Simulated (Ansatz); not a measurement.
A run of Ansatz 0.2.0 is set up as follows.

The input input.yaml:

```yaml
crystal:
  lattice:
    - [0.0, 2.96366, 2.96366]
    - [2.96366, 0.0, 2.96366]
    - [2.96366, 2.96366, 0.0]
  atoms:
    - { symbol: Pb, position: [0.0, 0.0, 0.0] }
    - { symbol: F, position: [0.75, 0.75, 0.75] }
    - { symbol: F, position: [0.25, 0.25, 0.25] }
hamiltonian:
  xc: r2scan
  pseudopotentials: { kind: paw }
kpoints:
  mp_grid: { grid: [8, 8, 8] }
  band_path:
    path:
      - [[0.0, 0.0, 0.0], [0.5, 0.0, 0.5], [0.5, 0.25, 0.75], [0.375, 0.375, 0.75], [0.0, 0.0, 0.0], [0.5, 0.5, 0.5], [0.625, 0.25, 0.625], [0.5, 0.25, 0.75], [0.5, 0.5, 0.5], [0.375, 0.375, 0.75]]
      - [[0.625, 0.25, 0.625], [0.5, 0.0, 0.5]]
    npoints: 14
scf:
  occupations: { method: fermi_dirac, width: 0.05 }
  n_extra_bands: 7
output:
  forces: true
  stress: true
  eigenvalues: true
  fatbands: false
  write_density: true
  write_potential: true
  elf: true
  volumetric_format: npy
```

Potentials or basis: Ansatz PAW.

Command:

```sh
$ ansatz run input.yaml --threads 2 --pin off --max-ram 5632MiB --backend cpu --events-out ev --progress --plain --runs-dir out
```

Question: Estimate the band gap on the k mesh.

Answer: 4.93 eV, indirect (least direct gap 5.07 eV).

Question: Predict the pressure.

Answer: -0.2 GPa.

Question: Estimate the band gap along the path.

Answer: 4.93 eV, indirect (least direct gap 5.07 eV).

Levels at the corners of the path, in eV from the valence-band top:
```csv
point,band 10,band 11,band 12,band 13,band 14,band 15,band 16,band 17,band 18,band 19
Γ,-2.66,-2.66,-2.16,-2.16,-2.16,7.30,7.30,7.30,10.69,15.93
X,-3.71,-1.75,-1.75,-1.75,-0.14,4.93,8.45,8.45,9.07,15.04
W,-2.84,-2.84,-1.81,-1.68,0.00,6.58,6.58,7.86,10.47,15.12
K,-3.48,-2.24,-1.90,-1.75,-0.04,5.83,7.10,8.45,10.07,15.91
Γ,-2.66,-2.66,-2.16,-2.16,-2.16,7.30,7.30,7.30,10.69,15.93
L,-2.84,-2.84,-2.34,-2.34,-0.07,5.37,8.24,8.24,13.44,14.33
U,-3.48,-2.24,-1.90,-1.75,-0.04,5.83,7.10,8.45,10.07,15.91
W,-2.84,-2.84,-1.81,-1.68,0.00,6.58,6.58,7.86,10.47,15.12
L,-2.84,-2.84,-2.34,-2.34,-0.07,5.37,8.24,8.24,13.44,14.33
K,-3.48,-2.24,-1.90,-1.75,-0.04,5.83,7.10,8.45,10.07,15.91
U,-3.48,-2.24,-1.90,-1.75,-0.04,5.83,7.10,8.45,10.07,15.91
X,-3.71,-1.75,-1.75,-1.75,-0.14,4.93,8.45,8.45,9.07,15.04
```

Caveat: spin-orbit coupling is left out, which as a rule narrows the gap of such compounds by several tenths of an eV; the PAW data sets come from PBE, with cores solved anew for the run's functional, which leaves a small shift of forces and pressure. r2SCAN opens gaps a little over a GGA but as a rule still falls short of measured ones.
